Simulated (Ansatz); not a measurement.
# CdSe: the gap against volume

CdSe, F-43m, a = 6.197 Å. This isn't the usual stable structure of the compound. Ansatz: PBE, PAW, 420 eV, Γ-centred 10×10×10 mesh on 2 atoms, Gaussian smearing 0.02 eV; no spin polarisation. Symmetry fixes shape and atoms, so the cell is only scaled; x = ln(V/V0) with V0 = 29.745 Å³/atom. The gap is read at the mesh points alone.

```
      x gap y (eV)
-0.1278           ?
-0.0943       0.687
-0.0619       0.621
-0.0305       0.557
 0.0000       0.494
 0.0296       0.433
 0.0583       0.374
 0.0953       0.298
```

**Question.** Fit a straight line to the other rows, give the volume deformation potential of the gap and its pressure coefficient, and predict the missing gap. B0 = 44.7 GPa.

**Answer.** Means x = -0.0005000, y = 0.49486; Σ(Δx)² = 0.02701, ΣΔxΔy = -0.05546; the slope is their ratio. y = 0.4938 − 2.053 x. The slope is the deformation potential a = dE_g/d ln V = -2.05 eV, and dE_g/dP = −a/B0 = 45.9 meV/GPa. At x = -0.1278 the fit asked for gives 0.756 eV. The run gave 0.755 eV, so the fit is 0.001 eV too high, a small miss on the scale of the series.

Spin-orbit coupling is left out; it would lift a valence top of Se p states by 0.1 to 0.15 eV. Semilocal functionals give gaps under the measured ones; changes of the gap mostly carry over better.